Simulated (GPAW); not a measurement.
# Ge (Fd-3m) in GPAW: a series of runs

Aim: see how the results for Ge move with the level of theory and the settings. Levels: BP86, PBE. Tasks: band structure, equation of state.

All numbers are computed with GPAW 26.7.0; they aren't measurements. Logs are shortened: lines on timing, memory, paths and dates and some standing lists are left out, and cuts for length are marked. The log counts tension as positive stress, the text compression.

**Experimental background.**

“Temperature-dependent photoluminescence in Ge: experiment and theory”, 2020, arxiv:2003.00143 reports, for a bulk crystal of Ge at 0 K: band gap 0.744 eV (indirect).

The runs below are set against these values where they give the same quantity.

## 1. Starting point

The structure is cubic, space group Fd-3m (No. 227). Conventional cell: a = 5.658 Å, b = 5.658 Å, c = 5.658 Å, α = 90.00°, β = 90.00°, γ = 90.00°. Ge (site symmetry -43m) has 4 Ge at 2.45 Å as nearest neighbours.

## 2. Band structure, BP86, spin-orbit coupling, no magnetisation

Input file run.py:

```python
import numpy as np
from ase.dft.bandgap import bandgap
from ase.io import read, write
from ase.units import GPa
from gpaw import GPAW, PW, setup_paths
from gpaw.spinorbit import soc_eigenstates

setup_paths.insert(0, '.')

atoms = read('Ge.xyz')

calc = GPAW(mode=PW(600),
            xc='GGA_X_B88+GGA_C_P86',
            kpts={'size': (8, 8, 8), 'gamma': True},
            occupations={'name': 'fermi-dirac', 'width': 0.05},
            nbands=11,
            convergence={'density': 1e-05, 'energy': 1e-05},
            maxiter=150,
            txt='gpaw.txt')
atoms.calc = calc
energy = atoms.get_potential_energy()
forces = atoms.get_forces()
stress = atoms.get_stress()
calc.write('gs.gpw')
write('result.traj', atoms)
print(f'Energy: {energy:.6f} eV')
print('Forces (eV/A):')
print(forces.round(4))
print('Stress (GPa):', (stress / GPa).round(3))
print('Fermi level:', round(calc.get_fermi_level(), 4), 'eV')
print(f'Gap: {bandgap(calc)[0]:.4f} eV, direct: {bandgap(calc, direct=True)[0]:.4f} eV')

path = atoms.cell.bandpath('GXWKGLUWLK,UX', npoints=100, eps=1e-4)
bs_calc = calc.fixed_density(kpts=path, symmetry='off', nbands=21,
                             convergence={'bands': 'CBM+6.0', 'eigenstates': 1e-6}, txt='bands.txt')
bs = bs_calc.band_structure()
bs.write('bs.json')
print(f'Gap on the path: {bandgap(bs_calc)[0]:.4f} eV')

soc = soc_eigenstates(bs_calc, theta=54.7, phi=45)
np.savetxt('soc_bands.dat', soc.eigenvalues(), fmt='%.4f')
mesh = soc_eigenstates('gs.gpw', theta=54.7, phi=45)
np.savetxt('soc_mesh.dat', mesh.eigenvalues(), fmt='%.4f')
print('Fermi level with spin-orbit coupling:', round(mesh.fermi_level, 4), 'eV')
```

Input file Ge.xyz:

```xyz
2
Lattice="0.0000000000 2.8289100000 2.8289100000 2.8289100000 0.0000000000 2.8289100000 2.8289100000 2.8289100000 0.0000000000" Properties=species:S:1:pos:R:3 pbc="T T T"
Ge     4.2433650000      4.2433650000      4.2433650000
Ge     2.8289100000      2.8289100000      2.8289100000
```

Potentials or basis: PAW data sets generated in the run's folder for this functional, pw.

Started as:

```console
$ gpaw-setup -f GGA_X_B88+GGA_C_P86 Ge
$ OMP_NUM_THREADS=1 python run.py
```

gpaw.txt:

```text
__  _  _
 | _ |_)|_||  |
 |__||  | ||/\| - 26.7.0

Input parameters:
  mode=PW(ecut=600.0),
  convergence={'density': 1e-05, 'energy': 1e-05},
  kpts=MonkhorstPack(size=(8, 8, 8), gamma=True),
  maxiter=150,
  nbands=11,
  occupations=Occupations(name='fermi-dirac', width=0.05),
  xc=XC(name='GGA_X_B88+GGA_C_P86')

Diagonalizing LCAO Hamiltonian
Converting LCAO to pw mode

           Ge

       Ge

Atoms  # Å, Bohr magnetons
|   | symbol |        x |        y |        z |    initial magnetic moments |
|---|--------|----------|----------|----------|-----------------------------|
| 0 |     Ge | 4.243365 | 4.243365 | 4.243365 | ( 0.0000,  0.0000,  0.0000) |
| 1 |     Ge | 2.828910 | 2.828910 | 2.828910 | ( 0.0000,  0.0000,  0.0000) |

Unit cell  # Å
| periodic |        x |        y |        z |  lengths |    angles |
|----------|----------|----------|----------|----------|-----------|
|      yes | 0.000000 | 2.828910 | 2.828910 | 4.000683 | 60.000000 |
|      yes | 2.828910 | 0.000000 | 2.828910 | 4.000683 | 60.000000 |
|      yes | 2.828910 | 2.828910 | 0.000000 | 4.000683 | 60.000000 |

Number of symmetries: 24
Symmetry operations  # r_c * U_cc + t_c -> r_c
|    | kind |            matrix            |
|----|------|------------------------------|
|  0 |  E   |  1, 0, 0,  0, 1, 0,  0, 0, 1 |
|  1 |  σ   |  1, 0, 0,  0, 0, 1,  0, 1, 0 |
|  2 |  σ   |  1, 0,-1,  0, 1,-1,  0, 0,-1 |
|  3 |  C3  |  1, 0,-1,  0, 0,-1,  0, 1,-1 |
|  4 |  C3  |  1,-1, 0,  0,-1, 1,  0,-1, 0 |
|  5 |  σ   |  1,-1, 0,  0,-1, 0,  0,-1, 1 |
|  6 |  σ   |  0, 1, 0,  1, 0, 0,  0, 0, 1 |
|  7 |  C3  |  0, 1, 0,  0, 0, 1,  1, 0, 0 |
|  8 |  C2  |  0, 1,-1,  1, 0,-1,  0, 0,-1 |
|  9 |  S4  |  0, 1,-1,  0, 0,-1,  1, 0,-1 |
| 10 |  C3  |  0, 0, 1,  1, 0, 0,  0, 1, 0 |
| 11 |  σ   |  0, 0, 1,  0, 1, 0,  1, 0, 0 |
| 12 |  S4  |  0, 0,-1,  1, 0,-1,  0, 1,-1 |
| 13 |  C3  |  0, 0,-1,  0, 1,-1,  1, 0,-1 |
| 14 |  S4  |  0,-1, 1,  1,-1, 0,  0,-1, 0 |
| 15 |  C2  |  0,-1, 1,  0,-1, 0,  1,-1, 0 |
| 16 |  C3  |  0,-1, 0,  1,-1, 0,  0,-1, 1 |
| 17 |  S4  |  0,-1, 0,  0,-1, 1,  1,-1, 0 |
| 18 |  S4  | -1, 1, 0, -1, 0, 1, -1, 0, 0 |
| 19 |  C3  | -1, 1, 0, -1, 0, 0, -1, 0, 1 |
| 20 |  C3  | -1, 0, 1, -1, 1, 0, -1, 0, 0 |
| 21 |  S4  | -1, 0, 1, -1, 0, 0, -1, 1, 0 |
| 22 |  σ   | -1, 0, 0, -1, 1, 0, -1, 0, 1 |
| 23 |  C2  | -1, 0, 0, -1, 0, 1, -1, 1, 0 |

BZ-sampling:
  Number of BZ points: 512
  Number of IBZ points: 29

  Monkhorst-Pack size: [8, 8, 8]
  Monkhorst-Pack shift: [0.0625, 0.0625, 0.0625]

K-points  # in reciprocal-cell coordinates
|     |                                coordinates |     weight |
|-----|--------------------------------------------|------------|
|   0 | (  0.00000000,   0.00000000,   0.00000000) | 0.00195312 |
|   1 | (  0.12500000,   0.12500000,   0.00000000) | 0.01171875 |
|   2 | (  0.12500000,   0.12500000,   0.12500000) | 0.01562500 |
|   3 | (  0.25000000,   0.12500000,   0.12500000) | 0.02343750 |
|   4 | (  0.25000000,   0.25000000,   0.00000000) | 0.01171875 |
|   5 | (  0.25000000,   0.25000000,   0.12500000) | 0.04687500 |
|   6 | (  0.25000000,   0.25000000,   0.25000000) | 0.01562500 |
|   7 | (  0.37500000,   0.25000000,  -0.37500000) | 0.04687500 |
|   8 | (  0.37500000,   0.25000000,   0.12500000) | 0.04687500 |
|   9 | (  0.37500000,   0.25000000,   0.25000000) | 0.04687500 |
| ... |                                            |            |
|  28 | (  0.50000000,   0.50000000,   0.50000000) | 0.00781250 |

Plane wave coefficients: 1540
Cutoff: 600.0 eV

Spin-components: 1 (collinear spins)
Bands:           11
Projectors:      10
Spin-degeneracy: 2
Datatype:        complex128

Parallelization:
  kpt:    1
  domain: 1
  band:   1

Density:
  Valence electrons: 8.0
  Components: 1
  Grid points: [24 24 24]
  Charge: 0.0  # |e|

Potential:
  Grid points: [24 24 24]

species:
  Ge:
    name:    Germanium
    Z:       32.0
    valence: 4
    core:    28
    charge:  0.0  # [|e|]
    compensation charges:
      type: gauss
      rc: 0.32  # [Å]
      lmax: 2
    cutoffs:
      filter: 1.77  # [Å]
      core: 3.42  # [Å]
    projectors
    | kind |    occ | energy [eV] | rcut [Å] |
    |------|--------|-------------|----------|
    |   4s |  2.000 |     -11.878 |    1.005 |
    |   4p |  2.000 |      -4.029 |    1.005 |
    |    s |        |      15.333 |    1.005 |
    |    p |        |      23.182 |    1.005 |
    |    d |        |       0.000 |    1.005 |

    Using partial waves for Ge as LCAO basis

Reference energy: -114227.697560  # eV

eigensolver:
  PPCG
  Converge bands: occupied
  niter=2

density mixing:
  MSR1-Mixer
  Pratt-step length: 0.05
  Maximum mixing coefficient: 0.75
  Old densities: 10
  SVD Regularization: 0.005
  Good broyden scale: 1.0
  Trust region scale: 1.0
  Backstep threshold: 4.0
  History deletion threshold: 6.0
  Fourier metric: weight=20.0, sigma=0.015

occupation numbers:
  Fermi-Dirac:
    width: 0.0500  # eV

poisson solver:
  ecut: 4800.0  # eV

xc functional:
  name: GGA_X_B88+GGA_C_P86 with 2 nearest neighbor stencil

convergence criteria:
[... 6 lines left out ...]
|iter     | |      energy | eigst |  dens |
|---------|-|-------------|-------|-------|
|iter:   1| |   -8.755955 | -0.41 |       |
|iter:   2| |   -8.750513 | -2.67 | -0.90 |
|iter:   3| |   -8.699468 | -2.59 | -0.93 |
|iter:   4| |   -8.698689 | -3.55 | -1.54 |
|iter:   5| |   -8.698743 | -5.20 | -2.43 |
|iter:   6| |   -8.698746c| -6.71 | -3.27 |
|iter:   7| |   -8.698747c| -7.90c| -3.73 |
|iter:   8| |   -8.698747c| -8.38c| -5.04c|

Converged in 8 steps
Energy contributions relative to reference atoms: (reference = -114227.697560)

Energy contributions:
  Kinetic:          28.343354
  Coulomb:         -25.425227
  Zero:              0.003686
  External:          0.000000
  Xc:              -11.620194
  Entropy:          -0.000734
  Spinorbit:         0.000000
  ----------------------------
  Free energy:      -8.699114
  Extrapolated:     -8.698747

dipole moment: (3.669572, 3.669572, 3.669572)  # |e|*Ang

Fermi level: 5.922
Eigenvalues  # (at kpt = [0.000, 0.000, 0.000])
| band index |      eig [eV] | occ [0-2] |
|------------|---------------|-----------|
|          0 |        -6.883 |     2.000 |
|          1 |         5.869 |     1.486 |
|          2 |         5.888 |     1.326 |
|          3 |         5.888 |     1.326 |
|          4 |         5.888 |     1.326 |
|          5 |         8.453 |     0.000 |
|          6 |         8.453 |     0.000 |
|          7 |         8.453 |     0.000 |
|          8 |        12.394 |     0.000 |
|          9 |        15.344 |     0.000 |
|         10 |        15.351 |     0.000 |

No gap
No difference between direct/indirect transitions

Forces  # eV/Ang
|        x |        y |        z |
|----------|----------|----------|
|  0.00000 |  0.00000 |  0.00000 |  # Ge   0
| -0.00000 | -0.00000 | -0.00000 |  # Ge   1

Stress tensor  # eV/Ang^3
|         x |         y |         z |
|-----------|-----------|-----------|
| -0.026836 | -0.000000 |  0.000000 |
| -0.000000 | -0.026836 |  0.000000 |
|  0.000000 |  0.000000 | -0.026836 |

# Writing to gs.gpw (mode='')
```

stdout:

```text
Energy: -8.698747 eV
Forces (eV/A):
[[ 0.  0.  0.]
 [-0. -0. -0.]]
Stress (GPa): [-4.3 -4.3 -4.3  0.   0.  -0. ]
Fermi level: 5.9217 eV
Gap: 0.0000 eV, direct: 0.0000 eV
Gap on the path: 0.0000 eV
Fermi level with spin-orbit coupling: 5.9548 eV
```

bands.txt:

```text
Diagonalizing LCAO Hamiltonian
Converting LCAO to pw mode
convergence criteria:
- Maximum integral of absolute [eigenst]ate change: 1e-06 eV^2 / valence electron
maximum number of iterations: 150

SCF iterations
|iter     | |      energy | eigst |  dens |
|---------|-|-------------|-------|-------|
[... 104 lines left out ...]
         [0.3875    , 0.3875    , 0.725     ],
         [0.375     , 0.375     , 0.75      ],
         [0.625     , 0.25      , 0.625     ],
         [0.60416667, 0.20833333, 0.60416667],
         [0.58333333, 0.16666667, 0.58333333],
         [0.5625    , 0.125     , 0.5625    ],
         [0.54166667, 0.08333333, 0.54166667],
         [0.52083333, 0.04166667, 0.52083333],
         [0.5       , 0.        , 0.5       ]])),
  maxiter=150,
  nbands=21,
  occupations=Occupations(name='fermi-dirac', width=0.05),
  symmetry=Symmetry(point_group=False, time_reversal=False),
  xc=XC(name='GGA_X_B88+GGA_C_P86')
```

Wall time 22 s (1 thread of INTEL XEON PLATINUM 8581C at 2.30GHz (Emerald Rapids), shared host); peak memory 0.27 GiB.

What came out:

```
Free energy             : -8.6991 eV
Pressure                : 4.3 GPa
Band gap along the path : none (metal or under the smearing width)
```

Levels at the corners of the path, in eV from the Fermi level:
```csv
point,band 5,band 6,band 7,band 8,band 9,band 10,band 11,band 12
Γ,-0.09,-0.09,0.04,0.04,0.04,0.04,2.35,2.35
X,-3.13,-3.13,-3.13,-3.13,0.71,0.71,0.71,0.71
W,-3.99,-3.99,-3.91,-3.91,4.19,4.19,4.33,4.33
K,-4.38,-4.38,-2.69,-2.69,1.11,1.11,4.04,4.04
Γ,-0.09,-0.09,0.04,0.04,0.04,0.04,2.35,2.35
L,-1.57,-1.57,-1.37,-1.37,0.10,0.10,3.65,3.65
U,-4.38,-4.38,-2.69,-2.69,1.11,1.11,4.04,4.04
W,-3.99,-3.99,-3.91,-3.91,4.19,4.19,4.33,4.33
L,-1.57,-1.57,-1.37,-1.37,0.10,0.10,3.65,3.65
K,-4.38,-4.38,-2.69,-2.69,1.11,1.11,4.04,4.04
U,-4.38,-4.38,-2.69,-2.69,1.11,1.11,4.04,4.04
X,-3.13,-3.13,-3.13,-3.13,0.71,0.71,0.71,0.71
```

Caveat: spin-orbit coupling was added after a scalar SCF, so levels and gaps hold it while energy, forces, pressure and moments don't; this program's spin-orbit splittings come out too wide for heavy elements; this crystal is a semiconductor, whose small gap the functional closes, so the metal is an error of the method.

(Continued in part 2 of 2.)
